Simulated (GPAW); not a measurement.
Crystal: Os.

```xyz
2
Lattice="2.7341 0.0000 0.0000 -1.3671 2.3678 0.0000 0.0000 0.0000 4.3197" Properties=species:S:1:pos:R:3 pbc="T T T"
Os    1.3671    0.7893    3.2398
Os    0.0000    1.5785    1.0799
```

| Item | Value |
| --- | --- |
| Program | GPAW 26.7.0 |
| Task | relaxation of cell and atoms |
| Functional | r2SCAN |
| Dispersion | D3(BJ) |
| Potentials or basis | GPAW PAW data sets (gpaw-data 1.2.1) |
| Cutoff | 600 eV |
| Basis | pw |
| k mesh | 8 × 8 × 5 |
| Occupations | fermi-dirac, width 0.05 eV |
| Spin | no spin polarisation |

At the start: pressure -5.2 GPa; volume 13.98 Å³/atom.

Problem. Where does the relaxation end?

Solution. Over 6 steps the energy falls by 2.9 meV/atom and the volume is 13.79 Å³/atom (-1.4 %); space group P6_3/mmc (No. 194, to 0.05 Å).

Step by step:
```tsv
step	energy change (eV)	largest force (eV/Å)	pressure (GPa)	volume (Å³)
1	0.0000	0.0008	-5.16	27.96
2	-0.0045	0.0002	-2.44	27.78
3	-0.0051	0.0007	1.73	27.50
4	-0.0053	0.0004	1.49	27.52
5	-0.0055	0.0003	1.05	27.55
6	-0.0057	0.0002	0.46	27.58
```

Final structure:
```yaml
crystal:
  lattice:
    - [2.72275, 0.00000, 0.00000]
    - [-1.36138, 2.35797, 0.00000]
    - [0.00000, 0.00000, 4.29647]
  atoms:
    - { symbol: Os, position: [0.66667, 0.33333, 0.75000] }
    - { symbol: Os, position: [0.33333, 0.66667, 0.25000] }
```

Caveat: later steps reuse the first step's grids; the PAW data sets were made with another functional, which shifts forces and pressure a little; pairwise dispersion overbinds metals, which lowers pressure and volume.
